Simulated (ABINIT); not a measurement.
Input of an ABINIT 10.8.3 (patched build) run:

File run.abi:

```
ndtset 2

pp_dirpath "./"
pseudos "Mo.hgh"

acell 3*1.0
rprim
    -2.9929651906     2.9929651906     2.9929651906
     2.9929651906    -2.9929651906     2.9929651906
     2.9929651906     2.9929651906    -2.9929651906
ntypat 1
znucl 42
natom 1
typat 1
xred
     0.0000000000     0.0000000000     0.0000000000

ecut 18.0

ixc 7

occopt 3
tsmear 0.05 eV

nspinor 2
nspden 1
so_psp 1*1

nstep 100

iomode 3
prtwf 0
prteig 0
prtebands 0
prtden1 1
prtvha1 1
prtvclmb1 1
prtpot1 1

kptopt1 1
ngkpt1 12 12 12
nshiftk1 1
shiftk1 0.0 0.0 0.0
nband1 14
tolvrs1 1.0e-10

iscf2 -2
getden2 1
nband2 26
nbdbuf2 8
tolwfr2 1.0e-11
kptopt2 -5
ndivsm2 8
prteig2 1
prtvol2 -3
kptbounds2
     0.0000000000     0.0000000000     0.0000000000
     0.5000000000    -0.5000000000     0.5000000000
     0.0000000000     0.0000000000     0.5000000000
     0.0000000000     0.0000000000     0.0000000000
     0.2500000000     0.2500000000     0.2500000000
     0.5000000000    -0.5000000000     0.5000000000
```

Potentials or basis: HGH LDA.

Launch:

```sh
$ abinit run.abi > log 2>&1
```

(1) Estimate the band gap on the k mesh.

## Answers

(1) none (metal or under the smearing width).

Caveat: HGH potentials are hard and often keep d shells in the core, so these values are rough.
